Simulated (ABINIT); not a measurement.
The system is AlN.

```xyz
4
Lattice="3.1130 0.0000 0.0000 -1.5565 2.6959 0.0000 0.0000 0.0000 4.9810" Properties=species:S:1:pos:R:3 pbc="T T T"
Al    1.5565    0.8986    2.4905
Al    0.0000    1.7973    0.0000
N     1.5565    0.8986    4.3833
N     0.0000    1.7973    1.8928
```

Base run:

- Program: ABINIT 10.8.3 (patched build)
- Functional: SCAN
- Potentials or basis: JTH PAW PBE v2.0
- Cutoff: 844 eV
- k mesh: 10 × 10 × 6
- Occupations: fermi-dirac, width 0.05 eV
- Spin: no spin polarisation

Its results: band gap on the k mesh 4.85 eV, direct; pressure 1.6 GPa; largest force 0.239 eV/Å.

The run is repeated on the same cell with these changes: functional from SCAN to RPBE. What comes out?

Band gap on the k mesh 4.25 eV, direct; pressure 7.3 GPa; largest force 0.140 eV/Å.

SCAN gives the wider gap, since meta-GGAs in the generalised Kohn-Sham scheme recover part of the derivative discontinuity.

Caveats: the PAW data sets were made with another functional, which shifts forces and pressure a little.
